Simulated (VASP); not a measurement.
**Se: single point with PBE**

The system is Se.

```
CELL_PARAMETERS angstrom
0.00000 3.12557 3.12557
3.12557 0.00000 3.12557
3.12557 3.12557 0.00000
ATOMIC_POSITIONS crystal
Se 0.50000 0.50000 0.50000
Se 0.75000 0.75000 0.75000
```

This isn't the form of Se at room conditions, which is trigonal, of chains.

```
Program                : VASP 6.6.1
Task                   : single point
Functional             : PBE
Potentials or basis    : VASP PAW PBE potentials, release 64 (Se)
Cutoff                 : 520 eV
k mesh                 : 6 × 6 × 6
Occupations            : gaussian, width 0.1 eV
Spin                   : no spin polarisation
Dipole correction      : no
Further INCAR settings : ALGO = Normal; EDIFF = 1e-06; NBANDS = 13
```

```
Pressure               : 1.6 GPa
Band gap on the k mesh : none (metal or under the smearing width)
```

Levels at points of the mesh, in eV from the Fermi level:
```
           k point  band 2  band 3  band 4  band 5  band 6  band 7  band 8  band 9  band 10  band 11
(0.00, 0.00, 0.00)  -10.16   -3.53   -3.53   -3.53   -0.81   -0.81   -0.81    4.39     7.62     7.62
(0.50, 0.00, 0.00)  -12.14   -4.25   -4.25   -4.20    0.29    0.29    1.78    6.89     6.90     8.01
(0.50, 0.50, 0.00)  -13.40   -5.04   -5.04   -1.98   -1.98    2.25    2.25    6.24     6.24     9.80
```

It took 5.8 s on 1 thread of AMD EPYC 9R45 96-Core Processor (Zen 5), with other jobs on the host, peak memory 0.16 GiB.
